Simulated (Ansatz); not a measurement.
**MoTe2 and the effect of the dispersion correction**

The cell as given:

```
CELL_PARAMETERS angstrom
3.51820 0.00000 0.00000
-1.75910 3.04685 0.00000
0.00000 0.00000 13.97360
ATOMIC_POSITIONS crystal
Te 0.66667 0.33333 0.37900
Te 0.33333 0.66667 0.87900
Te 0.66667 0.33333 0.12100
Te 0.33333 0.66667 0.62100
Mo 0.66667 0.33333 0.75000
Mo 0.33333 0.66667 0.25000
```

Kept alike: task relaxation of cell and atoms; functional r2SCAN; k mesh 9 × 9 × 2; occupations fermi-dirac, width 0.05 eV; no spin polarisation. Program: Ansatz, Ansatz PAW, cutoff 500 eV. The mesh is that of the run's cell of 6 atoms. No spin-orbit coupling.

| dispersion correction | volume (Å³/atom) | first edge of the run's cell (Å) | third edge of the run's cell (Å) |
| --- | --- | --- | --- |
| D3(BJ) | 25.454 | 3.537 | 14.099 |
| D3(BJ)-ATM | 25.795 | 3.544 | 14.229 |
| D4 | 25.875 | 3.546 | 14.254 |
| none | 26.991 | 3.564 | 14.726 |
| rVV10 | 25.678 | 3.542 | 14.181 |

The relaxations keep at least the cell's symmetry (P6_3/mmc). Relaxations stop with a little pressure left, so the last digits of a volume or edge aren't settled. All rows use potentials made for PBE.

What does the dispersion correction change here?

The volume runs from 25.454 (D3(BJ)) to 26.991 Å³/atom (none). Against no correction: D3(BJ) -5.7 %; D3(BJ)-ATM -4.4 %; D4 -4.1 %; rVV10 -4.9 %. Dispersion terms mostly attract and so lower the volume; the schemes' coefficients and damping set how far. The first edge of the run's cell runs from 3.537 (D3(BJ)) to 3.564 Å (none). The third edge of the run's cell runs from 14.099 (D3(BJ)) to 14.726 Å (none).
